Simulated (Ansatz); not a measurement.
One input, then a changed one: Ag (hcp type)

First run: DFT, PBE, PAW with Ansatz's default frozen-core files, scalar-relativistic (Ansatz 0.2.0).

Command: `ansatz run input.yaml --threads 1 --pin off --max-ram 2048MiB --backend cpu --events-out ev --progress --plain --runs-dir out` It took 5.2 s on 1 thread of Intel(R) Xeon(R) Platinum 8488C (Sapphire Rapids), on a shared host, peak memory 0.39 GiB.

```yaml
crystal:
  lattice:
    - [2.2016396565, 0.0, 0.0]
    - [-1.1008198283, 1.9066758725, 0.0]
    - [0.0, 0.0, 3.6580131527]
  atoms:
    - { symbol: Ag, position: [0.3333333333, 0.6666666667, 0.25] }
    - { symbol: Ag, position: [0.6666666667, 0.3333333333, 0.75] }
kpoints:
  mp_grid: { grid: [15, 15, 8] }
scf:
  occupations: { method: fermi_dirac, width: 0.05 }
hamiltonian:
  xc: pbe
  pseudopotentials: { kind: paw }
output:
  forces: true
  stress: true
relax:
  f_tol: 0.005
  max_steps: 30
  cell: { stress_tol: 0.68, fix: [volume] }
```

The cell comes from a relaxation on PAW files under the same functional, begun from a prototype that needn't be the stable phase.

This run: shape and atoms relaxed at 0.43 of the base cell's volume.

It converges in 15 SCF iterations over all geometries at a pressure of 779.3 GPa, ending at 7.68 Å³/atom, cutoff 420 eV.

The input is then changed:

```diff
   occupations: { method: fermi_dirac, width: 0.05 }
+  initial_density: { chi_scale: 0.1 }
 hamiltonian:
   stress: true
+  write_density: true
+  write_potential: true
+  elf: true
+  volumetric_format: npy
 relax:
```

Question: Predict the outcome of the changed run.

Answer: It converges in 15 SCF iterations over all geometries at a pressure of 779.3 GPa, ending at 7.68 Å³/atom, cutoff 420 eV, free energy 0.0 meV/atom against the first run's.
